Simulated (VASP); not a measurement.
Here is a VASP 6.6.1 calculation.

INCAR

```
ALGO = Normal
EDIFF = 1E-7
ENCUT = 520
GGA = PE
ISIF = 2
ISMEAR = 0
IVDW = 12
LASPH = True
LCHARG = False
LREAL = False
LWAVE = False
NBANDS = 15
NELM = 100
PREC = Accurate
SIGMA = 0.1
```

The input KPOINTS:

```
k-points
0
Gamma
  6 6 4
```

The input POSCAR:

```
MgI2
1.0
    4.1400000000      0.0000000000      0.0000000000
   -2.0700000000      3.5853451717      0.0000000000
    0.0000000000      0.0000000000      6.8800000000
Mg I
1 2
Direct
    0.0000000000      0.0000000000      0.0000000000
    0.3333333333      0.6666666667      0.2500000000
    0.6666666667      0.3333333333      0.7500000000
```

Potentials or basis: VASP PAW PBE potentials, release 64 (Mg, I).

Run with:

```bash
$ cat potpaw_PBE.64/Mg/POTCAR potpaw_PBE.64/I/POTCAR > POTCAR
$ mpirun -np 1 vasp_std > vasp.out
```

Question: Predict the pressure.

Answer: -0.9 GPa.

Question: Predict the largest force.

Answer: 0.257 eV/Å.

Question: What does it give for the band gap on the k mesh?

Answer: 3.47 eV, indirect (least direct gap 3.63 eV).

Forces on the atoms (eV/Å):
```
Mg   0.000  0.000  0.000
I    0.000  0.000 -0.257
I    0.000  0.000  0.257
```

Caveat: spin-orbit coupling is left out, which moves the levels of the heavy elements; the cell's inner coordinates are idealised or old, which leaves forces on the atoms. As with any semilocal functional, this PBE gap is likely too small.
